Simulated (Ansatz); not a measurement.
Rh (Fm-3m), zone-centre modes

All numbers below come from Ansatz 0.2.0, DFT PBE, scalar-relativistic, plane waves, PAW. Cutoff 420 eV, Γ-centred 22×22×16 k-points, Gaussian smearing of 0.15 eV. No spin polarisation.

The starting cell (relaxed at this level):

```
Rh
1.0
     0.00000   -1.91497   -1.91497
     0.00000    1.91497   -1.91497
     3.82993    0.00000    0.00000
Rh
2
Direct
  0.50000 0.50000 0.50000
  0.00000 0.00000 0.00000
```

Harmonic modes by finite displacements of 0.02 Å, without the LO–TO term. The cell doubles the primitive one, so its zone centre also holds the primitive cell's point q = (0, 1/2, 1/2).

Question: At this geometry, is the structure stable against these modes?

Answer: Yes: no mode is imaginary beyond 10 cm⁻¹, and only the three translations lie near zero.

Question: List the wavenumbers in cm⁻¹.

Answer: 0, 0, 0, 179, 179, 223.

Cost: 1 run of about 1.5 core-minutes, on Intel Xeon Processor @ 2.70GHz (shared hosts).